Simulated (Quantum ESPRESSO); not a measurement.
The system is Nb.

```
Nb
1.0
    -1.66395    1.66395    1.66395
     1.66395   -1.66395    1.66395
     1.66395    1.66395   -1.66395
Nb
1
Direct
  0.00000 0.00000 0.00000
```

Base run:

- Program: Quantum ESPRESSO 7.5
- Functional: PBE
- Potentials or basis: SG15 PBE 1.2
- Cutoff: 952 eV
- Density cutoff: 3810 eV
- k mesh: 11 × 11 × 11
- Occupations: fermi-dirac, width 0.05 eV
- Spin: no spin polarisation

Its results: band gap on the k mesh none (metal or under the smearing width); pressure -2.2 GPa.

Question: After a change of settings the same cell gave: band gap on the k mesh none (metal or under the smearing width); pressure -0.3 GPa. Which change was it?
A. functional from PBE to revPBE
B. functional from PBE to PBEsol
C. functional from PBE to TPSS; k mesh from 11 × 11 × 11 to 8 × 8 × 8
D. potentials or basis from SG15 PBE 1.2 to SSSP 1.3 efficiency PBE; cutoff from 952 eV to 748 eV; density cutoff from 3810 eV to 5987 eV

Answer: A.

revPBE binds less tightly than PBE, so the same cell stands under more pressure.

Caveats: the potentials were made for another functional, which shifts forces and pressure (some runs).

Not every run made on this cell is shown here.
